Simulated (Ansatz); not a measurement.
Crystal: Au.

```
Au
1.0
    -1.65727    1.65727    1.65727
     1.65727   -1.65727    1.65727
     1.65727    1.65727   -1.65727
Au
1
Direct
  0.00000 0.00000 0.00000
```

This isn't the form of Au at room conditions, which is fcc.

```yaml
Program: Ansatz 0.2.0
Task: relaxation of cell and atoms
Functional: HSEsol
Potentials_or_basis: Ansatz PAW
Cutoff: "420 eV (not typed: the program's choice for these potentials)"
k_mesh: 6 × 6 × 6
Occupations: fermi-dirac, width 0.05 eV
Spin: no spin polarisation
```

At the start: volume 18.21 Å³/atom.

Task: How do energy, volume and symmetry change on relaxing?

Result: It ends after 4 steps and the volume is 17.04 Å³/atom (-6.4 %); space group Im-3m (No. 229, to 0.05 Å).

The path:
| step | energy change (eV) | largest force (eV/Å) | volume (Å³) |
| --- | --- | --- | --- |
| 1 | 0.0000 | 0.0000 | 18.21 |
| 2 | -0.0348 | 0.0000 | 17.27 |
| 3 | -0.0366 | 0.0000 | 17.04 |
| 4 | -0.0355 | 0.0000 | 17.04 |

Final structure:
```
CELL_PARAMETERS angstrom
-1.62099 1.62099 1.62099
1.62099 -1.62099 1.62099
1.62099 1.62099 -1.62099
ATOMIC_POSITIONS crystal
Au 0.00000 0.00000 0.00000
```

Caveat: the k mesh is coarse (spacing up to 0.45 Å⁻¹), so the values aren't converged, least of all with exact exchange; the plane-wave basis is chosen anew once the cell has moved, so the energies of steps on either side of that aren't comparable; the PAW data sets come from PBE, with cores solved anew for the run's functional, which leaves a small shift of forces and pressure.
